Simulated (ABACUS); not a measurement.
La under changes of volume

One of the cells (38.320 Å³/atom); the others are scaled copies at fixed shape and fractional positions:

```
La
1.0
    -2.12383    2.12383    2.12383
     2.12383   -2.12383    2.12383
     2.12383    2.12383   -2.12383
La
1
Cartesian
  0.0000 0.0000 0.0000
```

This isn't the form of La at room conditions, which is double hcp.

| Quantity | Value |
| --- | --- |
| Program | ABACUS 3.10.1 |
| Functional | PBE |
| Potentials or basis | PseudoDojo NC SR 0.4.1 PBE standard |
| Cutoff | 1510 eV |
| Density cutoff | 6041 eV |
| Basis | TZDP LCAO (the cutoffs set its grid) |
| k mesh | 9 × 9 × 9 |
| Occupations | fermi-dirac, width 0.05 eV |
| Spin | no spin polarisation |

```csv
volume (Å³/atom),energy over the lowest point (meV/atom),pressure (GPa)
36.020,6.97,1.4
36.787,?,?
37.553,0.00,0.2
38.320,0.61,-0.3
39.086,3.67,-0.8
39.852,9.01,-1.3
40.619,16.43,-1.7
```

Q: What does the run at 36.787 Å³/atom give?

A: Energy over the lowest point 2.03 meV/atom; pressure 0.8 GPa.

Worked out: A Birch-Murnaghan fit of order 3 (a polynomial in V^(-2/3)) to the other rows has its minimum at 37.75 Å³/atom with B0 = V·E''(V) = 27 GPa and B' = 2.9. It gives 2.04 meV/atom at 36.787 Å³/atom, against the run's 2.03, and -dE/dV = 0.7 GPa, against 0.8.

Energies are extrapolated to zero smearing.

Caveats: the atomic orbitals were generated for these runs and aren't a published set; the basis of atomic orbitals isn't converged, which shifts pressures, moduli and gaps.
